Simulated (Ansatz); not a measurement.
**Thallium, A15 under RPBE: relaxation and energy**

What does RPBE give for thallium in the A15 structure? We relax it, then solve it on a dense k-mesh. Spin polarisation is left out. The k-meshes are 4×4×4 for the relaxation; 5×5×5 for the dense run.

Method: DFT RPBE, plane waves (420 eV) with PAW, scalar-relativistic; PBE-made PAW files, in Ansatz 0.2.0.

## (1) The starting structure

It takes space group Pm-3n (No. 223, cubic). Conventional cell: a = 6.076 Å, b = 6.076 Å, c = 6.076 Å, α = 90.00°, β = 90.00°, γ = 90.00°. Tl (site symmetry m-3) is surrounded by 12 Tl at 3.40 Å. Tl (site symmetry -4m2) is surrounded by 6 Tl at 3.04 to 3.40 Å.

As a file:

```
Tl
1.0
     6.07587    0.00000    0.00000
     0.00000    6.07587    0.00000
     0.00000    0.00000    6.07587
Tl
8
Direct
  0.00000 0.00000 0.00000
  0.50000 0.50000 0.50000
  0.25000 0.00000 0.50000
  0.75000 0.00000 0.50000
  0.50000 0.25000 0.00000
  0.50000 0.75000 0.00000
  0.00000 0.50000 0.25000
  0.00000 0.50000 0.75000
```

## (2) Relaxation of the cell

input.yaml

```yaml
crystal:
  lattice:
    - [6.0758676049, 0.0, 0.0]
    - [0.0, 6.0758676049, 0.0]
    - [0.0, 0.0, 6.0758676049]
  atoms:
    - { symbol: Tl, position: [0.0, 0.0, 0.0] }
    - { symbol: Tl, position: [0.5, 0.5, 0.5] }
    - { symbol: Tl, position: [0.25, 0.0, 0.5] }
    - { symbol: Tl, position: [0.75, 0.0, 0.5] }
    - { symbol: Tl, position: [0.5, 0.25, 0.0] }
    - { symbol: Tl, position: [0.5, 0.75, 0.0] }
    - { symbol: Tl, position: [0.0, 0.5, 0.25] }
    - { symbol: Tl, position: [0.0, 0.5, 0.75] }
hamiltonian:
  xc: rpbe
  pseudopotentials:
    kind: paw
    azcp:
      Tl: "pseudopotentials/Tl.paw.azcp"
basis:
  ecutwfc: 420
  fft_grid_basis: typed
kpoints:
  mp_grid: { grid: [4, 4, 4], shift: [0, 0, 0] }
magnetization:
  spin_polarized: false
scf:
  occupations: { method: fermi_dirac, width: 0.1 }
relax:
  max_steps: 60
  f_tol: 0.01
  cell: {}
```

Started as:

```bash
$ ansatz run input.yaml --threads 4 --pin off --max-ram 8192MiB --backend cpu --events-out ev --progress --plain --runs-dir out
```

Further steps of the session: Dense single point.

**Question.** What will these runs give? Wanted: space group; conventional cell; volume; shortest distance; gap on the mesh; relative to hcp.

**Answer**, as computed:

```
                      quantity                         value
space group (spins left aside)               Pm-3n (No. 223)
             conventional cell                   a = 6.481 Å
                        volume                34.035 Å³/atom
             shortest distance                       3.241 Å
               gap on the mesh  none (levels filled in part)
               relative to hcp                  +30 meV/atom
```

In words: From the guessed start the volume grew by 21.4 % in 5 steps. Against the reference form of thallium (hcp, computed apart with the same settings) it stands 30 meV/atom higher. No gap shows: it is a metal or semimetal at this level. Relaxation kept the symmetry; phonons were not checked.
